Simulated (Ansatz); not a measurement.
Method: DFT PBE, scalar-relativistic, plane waves, PAW in Ansatz 0.2.0. All cells share a 420 eV cutoff and Γ-centred k meshes spaced at most about 0.3 Å⁻¹ (about 0.25 or finer for metals, 2π included). No spin polarisation in the final relaxations.

These are static total energies at zero pressure.

Two forms of C were relaxed alike.

1.

Space group P4/mmm (No. 123). a = 3.445 Å, b = 3.445 Å, c = 4.420 Å, α = 90.00°, β = 90.00°, γ = 90.00°
```json
{"atom": "C", "site": "4l", "symmetry": "m2m.", "x": "0.0000", "y": "0.3009", "z": "0.0000"}
```

2.

Space group Fd-3m:1 (No. 227). a = 3.572 Å, b = 3.572 Å, c = 3.572 Å, α = 90.00°, β = 90.00°, γ = 90.00°
```tsv
atom	site	symmetry	x	y	z
C	8b	-43m	0.0000	0.0000	0.5000
```

Question: Which form is favoured at zero pressure, and by what margin per atom?

Answer: Cell 2 is lower, by 0.38 eV/atom. Cell 1 has space group P4/mmm (No. 123), 13.1 Å³/atom and no gap on its mesh; cell 2 has the diamond type, space group Fd-3m (No. 227), 5.7 Å³/atom and a gap of 4.15 eV. Counting all near atoms (those within 1.25 times the shortest such distance or 1.15 times the sum of covalent radii, 1.27 where that leaves under three), cell 1 has C 3 and cell 2 has C 4. In cell 1, around C lie 1 C at 1.37 Å and 2 C at 1.47 Å. In cell 2, C is surrounded by 4 C at 1.55 Å. Both come from invented guesses. The part of the Crystallography Open Database at hand lists C in space groups No. 58, 69, 71, 141, 166 and others; sharing a group (Fd-3m) doesn't make a cell the listed structure.

Weakly bound directions are ill-defined at this level, which has no dispersion term (P4/mmm), and this can change margins and order among such cells. Kohn–Sham gaps at this level usually fall short of measured ones.
